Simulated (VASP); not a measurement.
Wanted: the native input for a VASP 6.6.1 run.

* Task: single point
* Functional: r2SCAN
* Potentials or basis: VASP PAW PBE potentials, release 64 (Zn)
* Cutoff: 520 eV
* k mesh: 8 × 8 × 4
* Occupations: gaussian, width 0.1 eV
* Spin: no spin polarisation
* Dipole correction: no
* Further INCAR settings: ALGO = Normal; EDIFF = 1e-06; NBANDS = 25

The system is Zn.

```
Zn
1.0
     2.38816   -1.38112   -0.00373
     2.38816    1.38112   -0.00373
    -1.62072    0.00000    6.48634
Zn
3
Direct
  0.00000 0.00000 0.50000
  0.22233 0.22233 0.16588
  0.77767 0.77767 0.83412
```

This isn't the form of Zn at room conditions, which is hcp.

The cell isn't the ideal one: Sr -> Zn on all its sites, cell and atoms relaxed.

These files were run (other wordings do the same):

POSCAR

```
Zn
1.0
    2.3881638815     -1.3811162819     -0.0037273408
    2.3881638815      1.3811162819     -0.0037273408
   -1.6207184924      0.0000000000      6.4863393320
Zn
3
Direct
    0.0000000000      0.0000000000      0.5000000000
    0.2223256411      0.2223256411      0.1658830728
    0.7776743589      0.7776743589      0.8341169272
```

INCAR.step1

```
PREC = Accurate
ENCUT = 520
ISMEAR = 0
SIGMA = 0.1
LREAL = F
LASPH = T
NELM = 100
NBANDS = 25
GGA = PE
ALGO = Normal
EDIFF = 1E-4
LWAVE = T
LCHARG = F
```

INCAR.step2

```
PREC = Accurate
ENCUT = 520
EDIFF = 1E-6
ISMEAR = 0
SIGMA = 0.1
LREAL = F
LASPH = T
NELM = 100
ALGO = Normal
ISIF = 2
LWAVE = F
LCHARG = F
METAGGA = R2SCAN
LMIXTAU = T
NBANDS = 25
ISTART = 1
```

KPOINTS

```
Automatic mesh
0
Gamma
  8 8 4
```

Potentials or basis: VASP PAW PBE potentials, release 64 (Zn).

Command:

```console
$ cat potpaw_PBE.64/Zn/POTCAR > POTCAR
$ cp INCAR.step1 INCAR
$ mpirun -np 1 vasp_std > vasp.out
$ cp INCAR.step2 INCAR
$ mpirun -np 1 vasp_std > vasp.out
```

It gave:

The pressure is 0.4 GPa and the largest force is 0.013 eV/Å. The band gap on the k mesh is none (metal or under the smearing width).

Caveat: the PAW data sets were made with another functional, which shifts forces and pressure a little.

It took 4.5 min on 1 thread of AMD EPYC 7R13 Processor (Zen 3), with other jobs on the host, peak memory 0.17 GiB.
